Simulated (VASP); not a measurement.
# Be2C (Fm-3m) in VASP: notebook

One crystal, Be2C, is run at these levels: LDA; tasks: single point, relaxation of cell and atoms.

Program: VASP 6.6.1. These are calculated values, not measurements. Logs are shortened: lines on timing, memory, paths and dates and some standing lists are left out, and cuts for length are marked.

**1. The structure**

Symmetry: Fm-3m, No. 225, cubic system. The conventional cell has a = 4.268 Å, b = 4.268 Å, c = 4.268 Å, α = 90.00°, β = 90.00°, γ = 90.00°. Be (site symmetry -43m) is surrounded by 4 C at 1.85 Å. Around C (site symmetry m-3m) lie 8 Be at 1.85 Å.

**2. Single point, LDA**

File INCAR:

```
ALGO     = Normal         # electronic algorithm
EDIFF    = 1E-6           # SCF threshold, eV
ENCUT    = 520            # plane-wave cutoff, eV
GGA      = CA             # functional
ISIF     = 2              # what is computed and relaxed
ISMEAR   = 0              # smearing method
LASPH    = T              # aspherical terms in the spheres
LCHARG   = F              # write CHGCAR
LREAL    = F              # projectors in reciprocal space
LWAVE    = F              # write WAVECAR
NBANDS   = 11             # bands
NELM     = 80             # most SCF steps
PREC     = Accurate       # precision mode
SIGMA    = 0.02           # smearing width, eV
```

File KPOINTS:

```
k-points
0
Gamma
  12 12 12
```

File POSCAR:

```
Be2C
1.0
    0.0000000000      2.1341359439      2.1341359439
    2.1341359439      0.0000000000      2.1341359439
    2.1341359439      2.1341359439      0.0000000000
Be C
2 1
Direct
    0.2500000000      0.2500000000      0.2500000000
    0.7500000000      0.7500000000      0.7500000000
    0.0000000000      0.0000000000      0.0000000000
```

Potentials or basis: VASP PAW LDA potentials, release 64 (Be, C).

The run is started by

```bash
> cat potpaw_LDA.64/Be/POTCAR potpaw_LDA.64/C/POTCAR > POTCAR
> mpirun -np 1 vasp_std > vasp.out
```

OUTCAR:

```text
EDIFF = 1E-6
   ENCUT = 520
   GGA = CA
   ISIF = 2
   ISMEAR = 0
   LASPH = T
   LREAL = F
   NELM = 80
   PREC = Accurate

 ion  position               nearest neighbor table
   1  0.250  0.250  0.250-   3 1.85   3 1.85   3 1.85   3 1.85   2 2.13   2 2.13   2 2.13   2 2.13
                             2 2.13   2 2.13
   2  0.750  0.750  0.750-   3 1.85   3 1.85   3 1.85   3 1.85   1 2.13   1 2.13   1 2.13   1 2.13
                             1 2.13   1 2.13
   3  0.000  0.000  0.000-   2 1.85   2 1.85   2 1.85   1 1.85   1 1.85   1 1.85   2 1.85   1 1.85

  LATTYP: Found a face centered cubic cell.
 ALAT       =     4.2682718878

  Lattice vectors:

 A1 = (   0.0000000000,   2.1341359439,   2.1341359439)
 A2 = (   2.1341359439,   0.0000000000,   2.1341359439)
 A3 = (   2.1341359439,   2.1341359439,   0.0000000000)

Analysis of symmetry for initial positions (statically):
=====================================================================
 Subroutine PRICEL returns:
 Original cell was already a primitive cell.

 Routine SETGRP: Setting up the symmetry group for a
 face centered cubic supercell.

 Subroutine GETGRP returns: Found 48 space group operations
 (whereof 48 operations were pure point group operations)
 out of a pool of 48 trial point group operations.

The static configuration has the point symmetry O_h .

Analysis of symmetry for dynamics (positions and initial velocities):
=====================================================================
 Subroutine PRICEL returns:
 Original cell was already a primitive cell.

 Routine SETGRP: Setting up the symmetry group for a
 face centered cubic supercell.

 Subroutine GETGRP returns: Found 48 space group operations
 (whereof 48 operations were pure point group operations)
 out of a pool of 48 trial point group operations.

The dynamic configuration has the point symmetry O_h .

 Subroutine INISYM returns: Found 48 space group operations
 (whereof 48 operations are pure point group operations),
 and found     1 'primitive' translations

----------------------------------------------------------------------------------------

                                     Primitive cell

  volume of cell :      19.4400

  direct lattice vectors                    reciprocal lattice vectors
     0.000000000  2.134135944  2.134135944    -0.234286856  0.234286856  0.234286856
     2.134135944  0.000000000  2.134135944     0.234286856 -0.234286856  0.234286856
     2.134135944  2.134135944  0.000000000     0.234286856  0.234286856 -0.234286856

  length of vectors
     3.018123996  3.018123996  3.018123996     0.405796738  0.405796738  0.405796738

  position of ions in fractional coordinates (direct lattice)
     0.250000000  0.250000000  0.250000000
     0.750000000  0.750000000  0.750000000
     0.000000000  0.000000000  0.000000000

  ion indices of the primitive-cell ions
   primitive index   ion index
                 1           1
                 2           2
                 3           3

----------------------------------------------------------------------------------------

 KPOINTS: k-points

Automatic generation of k-mesh.
 Grid dimensions read from file:
 generate k-points for:   12   12   12

 Generating k-lattice:

  Cartesian coordinates                     Fractional coordinates (reciprocal lattice)
    -0.019523905  0.019523905  0.019523905     0.083333333  0.000000000  0.000000000
     0.019523905 -0.019523905  0.019523905     0.000000000  0.083333333  0.000000000
     0.019523905  0.019523905 -0.019523905     0.000000000  0.000000000  0.083333333

  Length of vectors
     0.033816395  0.033816395  0.033816395

  Shift w.r.t. Gamma in fractional coordinates (k-lattice)
     0.000000000  0.000000000  0.000000000

 Subroutine IBZKPT returns following result:
 ===========================================

 Found     72 irreducible k-points:

 Following reciprocal coordinates:
            Coordinates               Weight
  0.000000  0.000000  0.000000      1.000000
  0.083333  0.000000  0.000000      8.000000
  0.166667  0.000000  0.000000      8.000000
  0.250000  0.000000  0.000000      8.000000
  0.333333  0.000000  0.000000      8.000000
  0.416667  0.000000  0.000000      8.000000
[... 16 lines left out ...]
  0.500000  0.166667  0.000000     24.000000
 -0.416667  0.166667  0.000000     24.000000
 [... further k-points ...]
   k-points           NKPTS =     72   k-points in BZ     NKDIM =     72   number of bands    NBANDS=     11
   number of dos      NEDOS =    301   number of ions     NIONS =      3
   total plane-waves  NPLWV =  13824
   dimension x,y,z NGX =    24 NGY =   24 NGZ =   24
   dimension x,y,z NGXF=    48 NGYF=   48 NGZF=   48
   ions per type =               2   1
   NGX,Y,Z   is equivalent  to a cutoff of  13.22, 13.22, 13.22 a.u.
   NGXF,Y,Z  is equivalent  to a cutoff of  26.44, 26.44, 26.44 a.u.
 SYSTEM =  unknown system
   PREC   = accura    normal or accurate (medium, high low for compatibility)
   ISTART =      0    job   : 0-new  1-cont  2-samecut
   ICHARG =      2    charge: 1-file 2-atom 10-const
   ISPIN  =      1    spin polarized calculation?
   LNONCOLLINEAR =      F non collinear calculations
   LSORBIT =      F    spin-orbit coupling
   LASPH  =      T    aspherical Exc in radial PAW
   ENCUT  =  520.0 eV  38.22 Ry    6.18 a.u.   5.61  5.61  5.61*2*pi/ulx,y,z
   NELM   =     80;   NELMIN=  2; NELMDL= -5     # of ELM steps
   EDIFF  = 0.1E-05   stopping-criterion for ELM
   LREAL  =      F    real-space projection
   EDIFFG = 0.1E-04   stopping-criterion for IOM
   NSW    =      0    number of steps for IOM
   IBRION =     -1    ionic relax: 0-MD 1-quasi-New 2-CG
   NFREE  =      0    steps in history (QN), initial steepest desc. (CG)
   ISIF   =      2    stress and relaxation
   ISYM   =      2    0-nonsym 1-usesym 2-fastsym
   POTIM  = 0.5000    time-step for ionic-motion
   TEBEG  =    0.0;   TEEND  =   0.0 temperature during run
   PSTRESS=    0.0 pullay stress
   NELECT =       8.0000    total number of electrons
   NUPDOWN=      -1.0000    fix difference up-down
   EMIN   =  10.00;   EMAX   =-10.00  energy-range for DOS
   EFERMI =   0.00;   METHOD = LEGACY
   ISMEAR =     0;   SIGMA  =   0.02  broadening in eV -4-tet -1-fermi 0-gaus
   EFERMI_NEDOS =   21; number of points for ismear=-14 and -15
   IALGO  =     38    algorithm
   IMIX   =      4    mixing-type and parameters
     AMIX     =   0.40;   BMIX     =  1.00
     AMIX_MAG =   1.60;   BMIX_MAG =  1.00
  volume/ion in A,a.u.               =       6.48        43.73
  Fermi-wavevector in a.u.,A,eV,Ry     =   1.217697  2.301115 20.174545  1.482787
  Thomas-Fermi vector in A             =   2.353009
   LORBIT       =      0    0 simple, 1 ext, 2 COOP (PROOUT), +10 PAW based schemes
   GGA     = CA    functional components
   LHFCALC =     F    Hartree Fock is set to
   AEXX    =    0.0000 exact exchange contribution
   IVDW    =     0    specifies the selected vdW correction
   LEPSILON=     F    determine dielectric tensor
   LRPA    =     F    only Hartree local field effects (RPA)
 non-spin polarized calculation
 Gauss-broadening in eV      SIGMA  =   0.02
  energy-cutoff  :      520.00
  volume of cell :       19.44
 maximum number of plane-waves:       544
   NGX = 11   NGY = 11   NGZ = 11

 number of electron       7.9999999 magnetization

 Free energy of the ion-electron system (eV)
  ---------------------------------------------------
  ext. energy  EPLUGINS =         0.00000000
  ---------------------------------------------------
  free energy    TOTEN  =       -19.43058426 eV

  energy without entropy =      -19.43058426  energy(sigma->0) =      -19.43058426

 E-fermi :   8.1277     XC(G=0): -11.6915

 val. band max:        7.9456595460   @ k =   0.0000   0.0000   0.0000
 cond. band min:       9.1436791845   @ k =   0.5000   0.5000   0.0000
 fundamental gap:      1.1980196385
 Fermi energy:         8.1276838660

 k-point     1 :       0.0000    0.0000    0.0000
  band No.  band energies     occupation
      1      -7.2295      2.00000
      2       7.9457      2.00000
      3       7.9457      2.00000
      4       7.9457      2.00000
      5      12.0464      0.00000
      6      12.0464      0.00000
      7      12.0464      0.00000
      8      15.2926      0.00000
      9      21.2984      0.00000
     10      21.2984      0.00000
     11      21.2984      0.00000

 k-point     2 :       0.0833    0.0000    0.0000
  band No.  band energies     occupation
      1      -7.1170      2.00000
      2       6.9408      2.00000
      3       7.7118      2.00000
      4       7.7118      2.00000
      5      12.3833      0.00000
      6      12.3833      0.00000
      7      12.7510      0.00000
      8      15.5001      0.00000
      9      20.4843      0.00000
     10      20.4843      0.00000
     11      21.6163      0.00000

 k-point     3 :       0.1667    0.0000    0.0000
  band No.  band energies     occupation
      1      -6.7818      2.00000
      2       5.0233      2.00000
      3       7.2166      2.00000
      4       7.2166      2.00000
      5      13.0574      0.00000
      6      13.0574      0.00000
      7      13.7662      0.00000
      8      16.0825      0.00000
      9      19.4951      0.00000
     10      19.4951      0.00000
     11      22.5179      0.00000
[... 267 lines left out ...]
 k-point    23 :       0.5000    0.1667    0.0000
  band No.  band energies     occupation
      1      -4.1794      2.00000
      2      -0.2945      2.00000
      3       4.6068      2.00000
      4       4.9567      2.00000
      5      12.4892      0.00000
      6      15.0785      0.00000
      7      16.8165      0.00000
      8      17.8723      0.00000
      9      21.1137      0.00000
     10      22.9360      0.00000
     11      25.6736      0.00000

 k-point    24 :      -0.4167    0.1667    0.0000
  band No.  band energies     occupation
      1      -4.0295      2.00000
      2      -0.5244      2.00000
      3       4.2216      2.00000
      4       5.2960      2.00000
      5      12.7724      0.00000
      6      14.7700      0.00000
      7      16.7779      0.00000
      8      18.8915      0.00000
      9      21.1425      0.00000
     10      21.5620      0.00000
     11      25.5151      0.00000

 [... further k-points ...]

------------------------ aborting loop because EDIFF is reached ----------------------------------------

  FORCE on cell =-STRESS in cart. coord.  units (eV):
  Direction    XX          YY          ZZ          XY          YZ          ZX
  --------------------------------------------------------------------------------------
  -------------------------------------------------------------------------------------
  Total        0.0785320      0.0785320      0.0785320      0.0000000      0.0000000      0.0000000
  in kB        6.4723360      6.4723360      6.4723360      0.0000000      0.0000000      0.0000000
  external PRESSURE =       6.4723360 kB  Pullay stress =       0.0000000 kB

 VOLUME and BASIS-vectors are now :
 -----------------------------------------------------------------------------
  energy-cutoff  :      520.00
  volume of cell :       19.44
      direct lattice vectors                 reciprocal lattice vectors
     0.000000000  2.134135944  2.134135944    -0.234286856  0.234286856  0.234286856
     2.134135944  0.000000000  2.134135944     0.234286856 -0.234286856  0.234286856
     2.134135944  2.134135944  0.000000000     0.234286856  0.234286856 -0.234286856

 POSITION                                       TOTAL-FORCE (eV/Angst)
 -----------------------------------------------------------------------------------
      1.06707      1.06707      1.06707        -0.000000      0.000000      0.000000
      3.20120      3.20120      3.20120         0.000000     -0.000000     -0.000000
      0.00000      0.00000      0.00000         0.000000      0.000000     -0.000000
 -----------------------------------------------------------------------------------
    total drift:                               -0.000000     -0.000000     -0.000000

  FREE ENERGIE OF THE ION-ELECTRON SYSTEM (eV)
  ---------------------------------------------------
  free  energy   TOTEN  =       -19.4305842568 eV

  energy  without entropy=      -19.4305842568  energy(sigma->0) =      -19.43058426
```

Run time: 9.2 s. Hardware: 1 thread of AMD EPYC 9R45 (Zen 5), shared host; peak memory 0.1 GiB.

Results:

```yaml
Free_energy: -19.4306 eV
Pressure: 0.6 GPa
Band_gap_on_the_k_mesh: 1.20 eV, indirect (least direct gap 4.10 eV)
```

A k mesh can miss the band edges.

**3. Relaxation of cell and atoms, LDA**

File INCAR:

```
SYSTEM = Be2C
ALGO = Normal
EDIFF = 1E-7
EDIFFG = -0.005
ENCUT = 600
GGA = CA
IBRION = 2
ISIF = 3
ISMEAR = 0
LASPH = .TRUE.
LCHARG = .FALSE.
LREAL = .FALSE.
LWAVE = .FALSE.
NELM = 80
NSW = 100
PREC = Accurate
SIGMA = 0.02
```

File KPOINTS:

```
k-points
0
G
  12 12 12
  0 0 0
```

File POSCAR:

```
Be2C
1.0
    0.0000000000      2.1336506721      2.1336506721
    2.1336506721      0.0000000000      2.1336506721
    2.1336506721      2.1336506721      0.0000000000
Be C
2 1
Direct
    0.2500000000      0.2500000000      0.2500000000
    0.7500000000      0.7500000000      0.7500000000
    0.0000000000      0.0000000000      0.0000000000
```

Potentials or basis: VASP PAW LDA potentials, release 64 (Be, C).

The run is started by

```bash
> cat potpaw_LDA.64/Be/POTCAR potpaw_LDA.64/C/POTCAR > POTCAR
> mpirun -np 1 vasp_std > vasp.out
```

It took 14 s on 1 thread of AMD EPYC 9R45 (Zen 5), shared host; peak memory 0.1 GiB.

The run converged. Its results:

| Quantity | Value |
| --- | --- |
| Free energy | -19.4325 eV |
| Relaxed volume | 6.49 Å³/atom |
| Relaxed cell | a = 3.020 Å, b = 3.020 Å, c = 3.020 Å, α = 60.00°, β = 60.00°, γ = 60.00° |
| Space group after relaxing (to 0.05 Å) | Fm-3m (No. 225) |
| Energy gained by relaxing | 0.0 meV/atom |
| Ionic steps | 3 |
| Pressure after relaxing | 0.0 GPa |
| Band gap on the k mesh | 1.20 eV, indirect (least direct gap 4.10 eV) |

Step by step:
```csv
step,energy change (eV),largest force (eV/Å),pressure (GPa),volume (Å³)
1,0.0000,0.0000,0.64,19.43
2,-0.0001,0.0000,-0.17,19.50
3,-0.0001,0.0000,0.00,19.48
```

Final structure:
```
Be C
1.0
     0.00000    2.13575    2.13575
     2.13575    0.00000    2.13575
     2.13575    2.13575    0.00000
Be C
2 1
Direct
  0.25000 0.25000 0.25000
  0.75000 0.75000 0.75000
  0.00000 0.00000 0.00000
```

Levels at points of the mesh, in eV from the valence-band top:
```csv
k point,band 1,band 2,band 3,band 4,band 5,band 6,band 7,band 8
"(0.00, 0.00, 0.00)",-15.16,0.00,0.00,0.00,4.10,4.10,4.10,7.32
"(0.50, 0.00, 0.00)",-12.20,-8.94,-1.91,-1.91,5.00,5.00,7.57,9.97
"(0.50, 0.50, 0.00)",-11.47,-6.84,-4.91,-4.91,1.20,6.09,13.52,13.52
```

A k mesh can miss the band edges. As with any semilocal functional, this LDA gap is likely too small.
